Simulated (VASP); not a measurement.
Set up this calculation in VASP 6.6.1, as the native input.

* Task: electrostatic potential
* Functional: PBE
* Potentials or basis: VASP PAW PBE potentials, release 64 (Ca_sv, F)
* Cutoff: 520 eV
* k mesh: 10 × 10 × 10
* Occupations: gaussian, width 0.02 eV
* Spin: no spin polarisation
* Further INCAR settings: ALGO = Fast; EDIFF = 1e-07

The structure of CaF2 lies in POSCAR:

```
CaF2
1.0
    0.0000000000      2.7100000000      2.7100000000
    2.7100000000      0.0000000000      2.7100000000
    2.7100000000      2.7100000000      0.0000000000
Ca F
1 2
Direct
    0.0000000000      0.0000000000      0.0000000000
    0.2500000000      0.2500000000      0.2500000000
    0.7500000000      0.7500000000      0.7500000000
```

The cell was built by a generator and needn't be a form met in nature.

One way to write it, as run:

INCAR

```
PREC     = Accurate       # precision mode
ENCUT    = 520            # plane-wave cutoff, eV
EDIFF    = 1E-7           # SCF threshold, eV
ISMEAR   = 0              # smearing method
SIGMA    = 0.02           # smearing width, eV
LREAL    = F              # projectors in reciprocal space
LASPH    = T              # aspherical terms in the spheres
NELM     = 60             # most SCF steps
ALGO     = Fast           # electronic algorithm
ISIF     = 2              # what is computed and relaxed
LWAVE    = F              # write WAVECAR
LCHARG   = T              # write CHGCAR
GGA      = PE             # functional
LVHAR    = T
```

KPOINTS

```
Automatic mesh
0
Gamma
  10 10 10
```

Potentials or basis: VASP PAW PBE potentials, release 64 (Ca_sv, F).

Launch:

```bash
$ cat potpaw_PBE.64/Ca_sv/POTCAR potpaw_PBE.64/F/POTCAR > POTCAR
$ mpirun -np 1 vasp_std > vasp.out
```

Results of the run:

| Item | Value |
| --- | --- |
| Pressure | 4.7 GPa |
| Band gap on the k mesh | 7.42 eV, indirect (least direct gap 7.68 eV) |

It took 31 s on 1 thread of Intel(R) Xeon(R) 6975P-C (Granite Rapids), with other jobs on the host, peak memory 0.17 GiB.
